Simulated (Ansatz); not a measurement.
Br: equation of state with PBEsol

Br:

```
Br
1.0
     3.36325   -2.32255    0.00000
     3.36325    2.32255    0.00000
     0.00000    0.00000    8.70230
Br
4
Cartesian
  3.3632 0.6266 3.3948
  3.3632 1.6959 7.7459
  3.3632 -0.6266 5.3075
  3.3632 -1.6959 0.9564
```

| Item | Value |
| --- | --- |
| Program | Ansatz 0.2.0 |
| Task | equation of state |
| Functional | PBEsol |
| Potentials or basis | Ansatz PAW |
| Cutoff | 420 eV |
| Density cutoff | 1680 eV |
| k mesh | 7 × 7 × 3 |
| Occupations | fermi-dirac, width 0.05 eV |
| Spin | no spin polarisation |

```
Equilibrium volume                        : 34.12 Å³/atom
Bulk modulus at fixed shape and positions : 27 GPa
Pressure derivative of the bulk modulus   : 4.9
```

Energy against volume, from the lowest point:
| volume (Å³/atom) | energy (meV/atom) |
| --- | --- |
| 31.949 | 13.16 |
| 32.629 | 5.94 |
| 33.308 | 1.66 |
| 33.988 | 0.00 |
| 34.668 | 0.67 |
| 35.348 | 3.42 |
| 36.028 | 8.01 |

All runs of the series together: 15 s on 2 threads of AMD EPYC 7R43 64-Core Processor (Zen 3), with other jobs on the host.

Caveat: the cell was scaled at fixed shape and fractional positions, which overstates the stiffness of a crystal with free parameters, most of all of layers and chains.
